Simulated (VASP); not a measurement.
Write the native input for VASP 6.6.1 that does the following.

* Task: dielectric tensor
* Functional: PBEsol
* Potentials or basis: VASP PAW PBE potentials, release 64 (Cu, I)
* Cutoff: 600 eV
* k mesh: 12 × 12 × 12
* Occupations: gaussian, width 0.03 eV
* Spin: no spin polarisation
* Monkhorst-Pack mesh: yes
* Further INCAR settings: ALGO = Normal; EDIFF = 1e-08

The structure of CuI (Marshite) lies in POSCAR:

```
CuI                                     
1.0
   -0.0000000000      3.0055845321      3.0055845321
    3.0055845321      0.0000000000      3.0055845321
    3.0055845321      3.0055845321      0.0000000000
  Cu              I             
     1     1
Direct
     0.2500000000000000    0.2500000000000000    0.2500000000000000
     0.0000000000000000    0.0000000000000000    0.0000000000000000
```

These files were run (other wordings do the same):

INCAR

```
PREC = Accurate ; ENCUT = 600
EDIFF = 1E-8 ; ISMEAR = 0
SIGMA = 0.03 ; LREAL = False
LASPH = True ; NELM = 80
ALGO = Normal ; ISIF = 2
LWAVE = False ; LCHARG = False
GGA = PS ; LEPSILON = True
```

KPOINTS

```
Automatic mesh
0
Monkhorst-Pack
  12 12 12
```

Potentials or basis: VASP PAW PBE potentials, release 64 (Cu, I).

Command:

```bash
$ cat potpaw_PBE.64/Cu/POTCAR potpaw_PBE.64/I/POTCAR > POTCAR
$ mpirun -np 1 vasp_std > vasp.out
```

It gave:

```json
{
  "Electronic dielectric tensor (diagonal)": "6.58",
  "Born charges (mean of the diagonal)": "Cu +1.06; I -1.06 e"
}
```

It took 34 min on 1 thread of Intel(R) Xeon(R) 6975P-C (Granite Rapids), on a shared host, peak memory 1.9 GiB.
